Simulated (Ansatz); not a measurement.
**Rh: do energies and stresses tell the same story?**

The calculation used DFT PBEsol, scalar-relativistic, plane waves, PAW (Ansatz).

Plane waves to 420 eV, a k mesh through Γ of 18×18×10 on the computed 2-atom cell and Gaussian smearing (0.10 eV); no spin polarisation.

Relaxed cell: P6_3/mmc, a = 2.689 Å, b = 2.689 Å, c = 4.329 Å, α = 90.00°, β = 90.00°, γ = 120.00°, 2 atoms in the primitive cell. This form isn't the element's structure at ambient conditions.

Energies at zero smearing and pressures from the stress tensor, at volumes with shape and atoms relaxed:
| V (Å³/atom) | E − E(first) (meV/atom) | P (GPa) |
| --- | --- | --- |
| 11.925 | 0.00 | 51.74 |
| 12.332 | -109.38 | 35.10 |
| 12.738 | -180.13 | 21.22 |
| 13.145 | -218.67 | 9.64 |
| 13.551 | -230.36 | 0.00 |
| 13.958 | -219.67 | -8.03 |
| 14.365 | -190.39 | -14.69 |
| 14.907 | -127.83 | -21.83 |

Problem. Check P = −dE/dV between neighbouring volumes, and get the bulk modulus from the pressures alone.

Solution. With 1 eV/Å³ = 160.2 GPa:
```
middle V (Å³/atom)  −ΔE/ΔV (GPa) mean P (GPa)
            12.129        43.105        43.421
            12.535        27.883        28.160
            12.942        15.188        15.432
            13.348         4.606         4.822
            13.755        -4.210        -4.014
            14.161       -11.539       -11.360
            14.636       -18.491       -18.260
```

The two differ by 0.32 GPa at most. The mean of two end pressures misses the average over a step by about ΔV² P″/12, up to 0.25 GPa here; with that taken off 0.08 GPa remains. The stress is the derivative of the free energy, not of the energy at zero smearing, and with free energies 0.00 GPa remains. Around V = 13.551 Å³/atom, the two neighbours give B = −V ΔP/ΔV = 13.551 × 17.67 / 0.813 = 294.5 GPa, against B0 = 292.9 GPa from the Birch–Murnaghan fit of the energies.